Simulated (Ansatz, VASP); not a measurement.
## TePb in VASP and in Ansatz

```
CELL_PARAMETERS angstrom
0.00000 3.28362 3.28362
3.28362 0.00000 3.28362
3.28362 3.28362 0.00000
ATOMIC_POSITIONS crystal
Pb 0.00000 0.00000 0.00000
Te 0.50000 0.50000 0.50000
```

Alike in both runs: functional PBE; k mesh 11 × 11 × 11; occupations fermi-dirac, width 0.1 eV; no spin polarisation.

Ansatz relaxed the structure, and its values are those at the end. VASP's run is a single point on that final structure, the one shown.

```csv
,VASP,Ansatz
version,VASP 6.6.1,Ansatz 0.2.0
potentials or method,"VASP PAW PBE potentials, release 64 (Pb_d, Te)","PAW with Ansatz's default frozen-core files, scalar-relativistic"
plane-wave cutoff (eV),520,420
valence electrons in the cell,20,30
```

```tsv
	VASP	Ansatz	Ansatz less VASP
pressure (GPa)	0.0	0.0	+0.06
```

The two sets of potentials don't hold the same shells in valence.

The runs have no spin-orbit coupling, so splittings on Pb, Te are missing.
